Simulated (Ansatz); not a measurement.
## A series in volume scale on AlFe

Periodic Kohn-Sham DFT of a crystal at fixed atoms, scaled to volume_scale times the given cell; pressure positive in compression, energy less spherical unpolarised free atoms, largest_vzz the field gradient of largest size among the nuclei. The results are calculated, by Ansatz 0.2.0.

The cell before it is scaled or strained (space group Pm-3m, No. 221):
```
CELL_PARAMETERS angstrom
2.91000 0.00000 0.00000
0.00000 2.91000 0.00000
0.00000 0.00000 2.91000
ATOMIC_POSITIONS crystal
Al 0.00000 0.00000 0.00000
Fe 0.50000 0.50000 0.50000
```

Settings of every row: method frozen-core PAW; functional PBE; relativity scalar; k mesh 12x12x12; filling fermi-dirac; smearing width 0.05 eV; wave cutoff 420 eV; paw set soft_2.

Atom:
| element | start moment (bohr magneton) |
| --- | --- |
| Al | 0 |
| Fe | 3 |

Limits: with one magnetic atom in the cell only parallel moments are possible.

| row | volume scale | V (Å³/atom) | pressure (GPa) | cell moment (bohr magneton) |
| --- | --- | --- | --- | --- |
| 1 | 0.9405 | 11.588 | 4.571 | 0.677 |
| 2 | 0.98 | 12.075 | -2.739 | 0.719 |
| 3 | 1 | 12.321 | -5.88 | 0.739 |
| 4 | 1.02 | 12.568 | ? | ? |
| 5 | 1.06 | 13.06 | -13.503 | 0.785 |

Question: what pressure should row 4 give?

Worked fit of pressure. Take u = (V_r/V)^(2/3) − 1 with V_r = 12.198 Å³ an atom, which is twice the finite (Eulerian) strain; such expansions in the strain, on which the Birch-Murnaghan equation of state is built, carry the rest volume and the bulk modulus. The shown rows have u = 0.03479, 0.00678, -0.00667, -0.0445. Least squares give pressure = −4.3511 + 234.147 × u + 640.46 × u² GPa; a straight line predicts inner rows, each left out in turn, worse (root mean square 0.65 against 0.0096 GPa). The rows lie off it by 0.001, -0.005, 0.004, -0.001 (root mean square 0.0033 GPa). The pressure vanishes at u = 0.0177, or V = 11.88 Å³ an atom, and there the bulk modulus at fixed shape and fractions is B = −V dP/dV = (2/3)(1 + u) dP/du = 174 GPa. The withheld row has u = -0.01972, so the fit gives −4.3511 + 234.147 × (-0.01972) + 640.46 × (-0.01972)² = -8.719 GPa.

The calculation gave -8.699 GPa. The fit lies 0.020 GPa (0.11 % of the column's range) below it; its largest miss of a shown row is 0.005 GPa.

The other values of row 4: cell moment 0.757 bohr magneton.
